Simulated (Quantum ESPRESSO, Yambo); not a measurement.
# A GW chain in Yambo: InP (F-43m), part 3 of 3

How does a plane-wave GW calculation on InP (F-43m) run from the first input to the gap?

Quantum ESPRESSO 7.5 and Yambo 5.3.0; PBE and many-body steps on it, plane waves. Known limits of the many-body steps: not at the basis limit; exchange with frozen shells missing; no spin-orbit coupling; coarse k mesh.

So far. Step 3 (Bands along the symmetry lines): The gap is 0.709 eV, as in the run before at this level. Step 4 (Empty states on the mesh, 4×4×4 mesh, 140 bands): On this mesh the gap is 0.709 eV.

The database entry behind the starting cell differs from later determinations by our own check (0.1 to 0.3 % short, probably kX units), so it need not match the best structure at ambient conditions.

### 6. Screening and self-energy, 4×4×4 mesh, 140 bands, screening to 142.9 eV

G0W0 replaces the xc potential by the self-energy, built once from these orbitals. Only a window of levels is corrected, while the sums run over the empty bands that the input names.

This step: G0W0 on PBE, plane waves, norm-conserving pseudopotentials.

Input file gw1.in:

```
HF_and_locXC
gw0
dyson
ppa
em1d
rim_cut
RandQpts= 1000000
RandGvec= 1 RL
EXXRLvcs= 62 Ry
VXCRLvcs= 248 Ry
Chimod= "HARTREE"
% BndsRnXp
 1 | 140 |
%
NGsBlkXp= 10.5 Ry
% LongDrXp
 1 | 1 | 1 |
%
% GbndRnge
 1 | 140 |
%
DysSolver= "n"
ExtendOut
PPAPntXp= 27.21138 eV
% QPkrange
 1 | 1 | 8 | 11 |
%
```

Command:

```console
OMP_NUM_THREADS=1 mpirun -n 4 yambo -F gw1.in -J gw1 -C gw1 > gw1.log
```

What it wrote:

```text
 Yambo, version 5.3.0

 [02] CORE Variables Setup
 =========================

  [... cell, symmetries and grids as in the set-up ...]

  [02.05] Energies & Occupations
  ==============================

  [X] === General ===
  [X] Electronic Temperature                        :  0.000000  0.000000 [eV K]
  [X] Bosonic    Temperature                        :  0.000000  0.000000 [eV K]
  [X] Finite Temperature mode                       : no
  [X] El. density                                   :  0.35762E+24 [cm-3]
  [X] Fermi Level                                   :  7.148157 [eV]

  [X] === Gaps and Widths ===
  [X] Conduction Band Min                           :  0.709393 [eV]
  [X] Valence Band Max                              :  0.000000 [eV]
  [X] Filled Bands                                  :   9
  [X] Empty Bands                                   :   10  140
  [X] Direct Gap                                    :  0.709393 [eV]
  [X] Direct Gap localized at k                     :  1
  [X] Indirect Gap                                  :  0.709393 [eV]
  [X] Indirect Gap between kpts                     :  1  1
  [X] Last valence band width                       :  2.910625 [eV]
  [X] 1st conduction band width                     :  3.585714 [eV]

 [03] Transferred momenta grid and indexing
 ==========================================

 IBZ Q-points                                      :   8
 BZ  Q-points                                      :   64

 K/Q-points units:
 rlu = crystal or reduced units; cc = cartesian coordinates; iku = interal k-units

 Q [1]          [rlu]:  0.000000  0.000000  0.000000
 Q [2]          [rlu]:  0.54193E-16  0.26437E-16  0.25000
 Q [3]          [rlu]: -0.10839E-15 -0.52875E-16 -0.50000
 Q [4]          [rlu]:  0.87374E-19  0.25000      0.25000
 Q [5]          [rlu]:  0.23853E-16  0.25000      0.50000
 Q [6]          [rlu]:  0.44978E-16  0.25000     -0.25000
 Q [7]          [rlu]: -0.17475E-18 -0.50000     -0.50000
 Q [8]          [rlu]:  0.250000 -0.500000 -0.250000

 [04] Coloumb potential Random Integration (RIM)
 ===============================================

  [04.01] RIM initialization
  ==========================

  * Diagonal components only detected *

  8 x (sBL volume)        :  0.091285 [a.u.]
  sBZ random points       :  1000000
  Points outside the sBZ  :   7999624
  RL volume               :  0.730277 [a.u.]
  Integrated volume       :  0.730312 [a.u.]

  [04.02] RIM integrals
  =====================

  Gamma point sphere radius             :  0.081674 [a.u.]
  Points outside the sphere             :   799635
  [Int_sBZ(q=0) 1/q^2]*(Vol_sBZ)^(-1/3) =:  7.763403
                                 should be <:  7.795600

  Summary of Coulomb integrals for non-metallic bands |Q|[au] RIM/Bare

  Q [1] 0.100000E-4 0.995870 * Q [2] 0.245646 1.064378
  Q [4] 0.283648 1.062979 * Q [6] 0.401138 1.025806
  Q [5] 0.470377 1.018843 * Q [3] 0.491292 1.016674
  Q [7] 0.567295 1.013309 * Q [8] 0.634256 1.010147

 [05] Dipoles
 ============

  [05.01] Setup: observables and procedures
  =========================================

 [06] Dynamic Dielectric Matrix (PPA)
 ====================================

 [WR./gw1//ndb.pp]---------------------------------------------------------------
  Brillouin Zone Q/K grids (IBZ/BZ)                :    8   64    8   64
  RL vectors                                       :   3479 [WF]
  Coulomb cutoff potential                         : none
  Electronic Temperature                           :  0.000000 [K]
  Bosonic    Temperature                           :  0.000000 [K]
  PPA    diel. fun.  energies                      : Perdew, Burke & Ernzerhof(X)+Perdew, Burke & Ernzerhof(C)
  wavefunctions                                    : Perdew, Burke & Ernzerhof(X)+Perdew, Burke & Ernzerhof(C)
  Global Gauge                                     : length
  X matrix size                                    :  181
  X band range                                     :    1  140
  X e/h energy range                               : -1.000000 -1.000000 [eV]
  X Time ordering                                  : R
  X Hxc Kernel                                     : HARTREE
  X Drude frequency                                :  0.000000  0.000000
  X poles                                          :  100.0000 [o/o]
  RL vectors in the sum                            :   3479
  [r,Vnl] included                                 : yes
  Field direction                                  :  0.577350E-5  0.577350E-5  0.577350E-5
  BZ energy Double Grid                            : no
  BZ energy DbGd points                            : 0
  BZ Q point size factor                           : -1.000000
  X Optical Averaged directions                    : none

 [07] Local Exchange-Correlation + Non-Local Fock
 ================================================

 [VXC] Plane waves :  22227
 [EXS] Plane waves :  2837

 QP @ state[ 1 ] K range:  1  1
 QP @ state[ 1 ] b range:   8  11

 [xc] Functional : Perdew, Burke & Ernzerhof(X)+Perdew, Burke & Ernzerhof(C)
 [xc] LIBXC used to calculate xc functional
  PP Number of Atomic Species                      :  2
  NLCC RL compoments                               :  22227
  PP Number of Atomic Species                      :  2
  NLCC RL compoments                               :  22227

 [xc] E_xc :  -9.123540 [Ha]
      E_xc :  -18.24708 [Ry]

  Local XC kind (lXC) : Perdew, Burke & Ernzerhof(X)+Perdew, Burke & Ernzerhof(C)
  Non-Local XC kind (nlXC) : Hartree-Fock

  Corrections @ K [1] :  [eV]
 <8|nlXC|8> = -14.09351 -0.15194E-16 <8|lXC|8> = -12.52831  0.94408E-16
 <9|nlXC|9> = -14.09361 -0.65201E-17 <9|lXC|9> = -12.52831  0.18882E-15
 <10|nlXC|10> = -7.566941 -0.18861E-17 <10|lXC|10> = -11.29083 -0.18882E-15
 <11|nlXC|11> = -6.418673 -0.16979E-17 <11|lXC|11> = -10.21593  0.47204E-16

 [08] Dyson equation: Newton solver
 ==================================

  [08.01] G0W0 (W PPA)
  ====================

  [  GW  ] Bands range     :    1  140
  [GW/PPA] G damping       :  0.100000 [eV]

  QP @ state[ 1 ] K range:  1  1
  QP @ state[ 1 ] b range:   8  11

   Sc/G bands                                       :    1  140
   Sc/G damping                                     :  0.100000 ev
   Sc bands terminator                              : no
   Sx RL components                                 :  2837

   QP @ state[ 1 ] K range                          :  1  1
   QP @ state[ 1 ] b range                          :   8  11
   GF energies kind                                 : Perdew, Burke & Ernzerhof(X)+Perdew, Burke & Ernzerhof(C)
   GF WF`s kind                                     : Perdew, Burke & Ernzerhof(X)+Perdew, Burke & Ernzerhof(C)
   Xs energies kind                                 : Perdew, Burke & Ernzerhof(X)+Perdew, Burke & Ernzerhof(C)
   Xs WF`s kind                                     : Perdew, Burke & Ernzerhof(X)+Perdew, Burke & Ernzerhof(C)

 [11] Game Over & Game summary
```

Elapsed: 51 s, on 4 MPI ranks of Arm Neoverse V1, shared host; peak memory 1.4 GiB; 3.3 min of CPU time.

Numbers from this step:

- G0W0 gap on the points computed: 1.053 eV
- starting gap on the mesh: 0.7094 eV
- k of the valence top: 0, 0, 0
- k of the conduction bottom: 0, 0, 0
- least direct G0W0 gap on the computed points: 1.053 eV
- Z at the valence top: 0.7821
- Z at the conduction bottom: 0.7939

The gap on the mesh goes from 0.71 eV to 1.05 eV, a correction of +0.34 eV.

Limits: finite bands, cutoff and mesh; exchange with frozen shells missing; no spin-orbit coupling; coarse k mesh. v1 is the top filled band, c1 the lowest empty one. The levels before and after the correction (eV, zero at the valence-band top of each column):

```
           conduction bottom  valence top
Kohn-Sham               0.71         0.00
     G0W0               1.05         0.00
```

```
             level  energy (eV)
Kohn-Sham  Γ v2-v1        0.000
Kohn-Sham     Γ c1        0.709
Kohn-Sham     Γ c2        4.088
     G0W0  Γ v2-v1        0.000
     G0W0     Γ c1        1.053
     G0W0     Γ c2        4.366
```

### 7. Where the time went

Times are wall times on the hardware named with each run, good to a factor of about two.

```
                          step   time  share  memory (GiB)
                  ground state  3.9 s    6 %          0.22
bands along the symmetry lines  3.9 s    6 %           0.2
      empty states on the mesh  7.8 s   11 %          0.32
         conversion and set-up  2.4 s    4 %          0.24
     screening and self-energy   51 s   74 %           1.4
```

### 8. What came out

```
PBE gap              : 0.71 eV, direct
G0W0 gap on the mesh : 1.05 eV
GW settings          : 4×4×4 mesh, 140 bands, screening to 142.9 eV, Godby-Needs plasmon pole
known limits         : not at the basis limit; exchange with frozen shells missing; no spin-orbit coupling; coarse k mesh
```

In words: G0W0 moves the gap on the mesh from 0.71 eV to 1.05 eV (+0.34 eV), with Z of 0.78 and 0.79 at the edges. Only 1 of the mesh's irreducible points was corrected, so a valley elsewhere could overtake. The dearest step here is «screening and self-energy». Bands and cutoff are finite, so the gap is not at the basis limit. The miss can reach some tenths of an eV and take either sign; the mesh is an error of its own. In the G0W0 run levels were corrected at 1 k point alone, so a gap called «on the mesh» is the least over those, and an edge elsewhere would be missed. The 4×4×4 mesh is coarse for this cell, which bears on the long-range parts of exchange and screening. The norm-conserving file of at least one element keeps a d shell over frozen s and p shells of the same row. Exchange with those shells is missing from the self-energy, an error of 0.3 to 0.9 eV in cases checked, whose sign depends on which edge lies on those atoms. The many-body steps are scalar-relativistic: spin-orbit coupling is not in them.

[Paths, hosts, dates, memory and timing lines, banners, echoed tables and standing remarks are left out of the program output.]

[Logs are printed without paths, hosts, clocks, repeated set-up lines and the standing remarks that a program may print on its own settings, such as how far it seeks lower states.]

[Runs of the session that timed out or met a known fault of the program may be left out.]

[Hosts, paths, dates, database ids (printed as entryN), source tags and the programs' standing remarks are cut or masked in the printed files.]
